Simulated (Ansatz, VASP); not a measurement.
**One calculation of Hf, two programs**

The input INCAR:

```
SYSTEM = Hf
PREC     = Accurate       ! precision mode
ENCUT    = 520            ! plane-wave cutoff, eV
EDIFF    = 1E-8           ! SCF threshold, eV
ISMEAR   = -1             ! smearing method
SIGMA    = 0.03           ! smearing width, eV
LREAL    = .False.        ! projectors in reciprocal space
LASPH    = .True.         ! aspherical terms in the spheres
NELM     = 80             ! most SCF steps
ALGO     = Normal         ! electronic algorithm
ISIF     = 2              ! what is computed and relaxed
LWAVE    = .False.        ! write WAVECAR
LCHARG   = .False.        ! write CHGCAR
GGA      = CA             ! functional
LEFG     = .True.       
NBANDS   = 11             ! bands
```

Contents of KPOINTS:

```
Automatic mesh
0
Gamma
  13 13 13
  0 0 0
```

Contents of POSCAR:

```
Hf
1.0
    0.0444000000      2.2422000000      2.2422000000
    2.2422000000      0.0444000000      2.2422000000
    2.2422000000      2.2422000000      0.0444000000
Hf
1
Direct
    0.0000000000      0.0000000000      0.0000000000
```

Input for Ansatz:

```yaml
crystal:
  lattice:
    - [0.0444, 2.2422, 2.2422]
    - [2.2422, 0.0444, 2.2422]
    - [2.2422, 2.2422, 0.0444]
  atoms:
    - { symbol: Hf, position: [0.0, 0.0, 0.0] }
kpoints:
  mp_grid: { grid: [13, 13, 13] }
scf:
  occupations: { method: fermi_dirac, width: 0.03 }
hamiltonian:
  xc: lda
  pseudopotentials: { kind: all_electron, datasets: crystal }
output:
  forces: true
  stress: true
  eigenvalues: true
  efg: { contact_densities: true }
```

Change from the starting cell: equal xy, yz and zx shear strains of +2 %, crystal datasets.

Alike in both runs: task electric field gradients; functional LDA; k mesh 13 × 13 × 13; occupations fermi-dirac, width 0.03 eV; no spin polarisation.

```csv
,VASP,Ansatz
version,VASP 6.6.1,Ansatz 0.2.0
potentials or method,"VASP PAW LDA potentials, release 64 (Hf_pv)","all-electron PAW with datasets made for the crystal, scalar-relativistic"
plane-wave cutoff (eV),520,see its input
```

```csv
,VASP,Ansatz,Ansatz less VASP
pressure (GPa),-5.5,-5.5,+0.02
largest component of the traceless stress (GPa),1.18,1.20,+0.028
Vzz of the field gradient on the site that differs most (V/Å²),-34.6,-32.6,+2.01
```

Ansatz ran all-electron here, so the differences hold the error of VASP's frozen core and of both bases. Ansatz warned: «gradients_without_spin_orbit».

Spin-orbit coupling is left out, which matters for the levels of Hf.
